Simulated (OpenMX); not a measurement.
Runs of OpenMX 3.8.5 on Ru. It takes space group P6_3/mmc (No. 194, hexagonal). The conventional cell has a = 2.669 Å, b = 2.669 Å, c = 4.224 Å, α = 90.00°, β = 90.00°, γ = 120.00°. Ru (site symmetry -6m2) has 12 Ru at 2.61 to 2.67 Å as nearest neighbours. 

```tsv
task	potentials or basis	cell	k mesh	gap on the mesh (eV)	pressure (GPa)	largest force (eV/Å)
single point	OpenMX 2013 PBE set, Ru7.0-s3p2d2, grid cutoff 400 Ry	P6_3/mmc, 13.03 Å³/atom	9 × 9 × 5	none	29.4	0.01
band structure	OpenMX 2013 PBE set, Ru7.0-s3p2d2f1, grid cutoff 400 Ry	P6_3/mmc, 13.57 Å³/atom	11 × 11 × 7	-	(a)	0.01
single point	OpenMX 2013 PBE set, Ru7.0-s3p2d2, grid cutoff 400 Ry	P6_3/mmc, 13.57 Å³/atom	9 × 9 × 5	none	12.2	0.01
single point	OpenMX 2013 PBE set, Ru7.0-s3p2d1, grid cutoff 560 Ry	P6_3/mmc, 13.57 Å³/atom	9 × 9 × 5	none	14.0	0.01
single point	OpenMX 2013 PBE set, Ru7.0-s3p2d2, grid cutoff 400 Ry	P6_3/mmc, 11.95 Å³/atom	9 × 9 × 5	none	78.2	0.02
single point	OpenMX 2013 PBE set, Ru7.0-s3p2d1, grid cutoff 560 Ry	atom 1 moved by [-0.0267, 0.0, -0.0423] A	9 × 9 × 5	none	-	0.77
single point	OpenMX 2013 PBE set, Ru7.0-s3p2d2, grid cutoff 400 Ry	P6_3/mmc, 12.49 Å³/atom	9 × 9 × 5	none	51.0	0.02
single point	OpenMX 2013 PBE set, Ru7.0-s3p2d2, grid cutoff 400 Ry	P6_3/mmc, 14.66 Å³/atom	9 × 9 × 5	none	(b)	0.01
single point	OpenMX 2013 PBE set, Ru7.0-s3p2d2, grid cutoff 400 Ry	P6_3/mmc, 14.12 Å³/atom	9 × 9 × 5	none	-1.3	0.01
single point	OpenMX 2013 PBE set, Ru7.0-s3p2d1, grid cutoff 560 Ry	atom 1 moved by [0.0267, 0.0, 0.0423] A	9 × 9 × 5	none	-	0.77
```

Alike in all rows: level PBE; no spin polarisation; smearing fermi-dirac 0.05 eV.

Q: Estimate the missing entries.

A: (a) 6.9; (b) -11.9.

Caveats: the basis of atomic orbitals isn't converged, which shifts pressures, moduli and gaps; the cell as given lies far from equilibrium (some runs).

A k mesh can miss the band edges, and the runs leave out spin-orbit coupling on Ru.

A gap of «none» marks a metal or a gap under the smearing width.
